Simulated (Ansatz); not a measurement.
Relaxed structure of CH3CN on the (001) surface of C, one molecule per 47.4 Å² (the molecule's atoms stand last):

```xyz
24
Lattice="7.3951 0.0000 0.0000 -3.6976 6.4044 0.0000 0.0000 0.0000 20.9919" Properties=species:S:1:pos:R:3 pbc="T T T"
C     2.4650    2.8464    8.0000
C     1.2361    4.9850    8.0030
C     3.7023    0.7100    8.0030
C     4.9330    2.8497    8.0042
C     3.7015    4.9800    7.9990
C     6.1620    0.7107    7.9976
C     0.0042    2.8448    8.0016
C    -1.2333    4.9811    8.0041
C     1.2351    0.7144    7.9952
C     2.4649    1.4243    7.9978
C     1.2360    3.5561    8.0021
C     0.0049    5.6950    8.0046
C     4.9338    1.4207    8.0026
C     3.7024    3.5611    8.0023
C     2.4651    5.6940    7.9982
C     0.0041    1.4250    7.9961
C    -1.2330    3.5592    8.0050
C    -2.4624    5.6900    7.9989
C     1.3299    1.6339   11.3989
C     0.3485    0.5635   11.3487
N    -0.4364   -0.2925   11.3078
H     1.4514    1.9953   12.4286
H     2.3010    1.2751   11.0332
H     1.0111    2.4741   10.7677
```

Theory: Ansatz, DFT PBE+D3(BJ), scalar-relativistic, plane waves, PAW. Cutoff 420 eV; k points 3×3×1 on the computed 24-atom cell (Γ-centred); Gaussian smearing, width 0.05 eV; no spin polarisation. A dipole correction removes the field between periodic images along c.

The slab and the molecular layer are also computed alone at these places.

(1) How does the adsorption energy per molecule split into interaction and deformation?

(2) How much charge moves across the plane at z = 9.39 Å, midway between slab and molecule?

Results:

(1) E_ads = -0.324 eV: interaction of the rigid parts -0.244 eV, deformation of the slab 0.000 eV, deformation of the molecule with its lateral interactions -0.080 eV.

(2) No net charge (under 0.01 e); half the integral of |Δρ| is 0.05 e.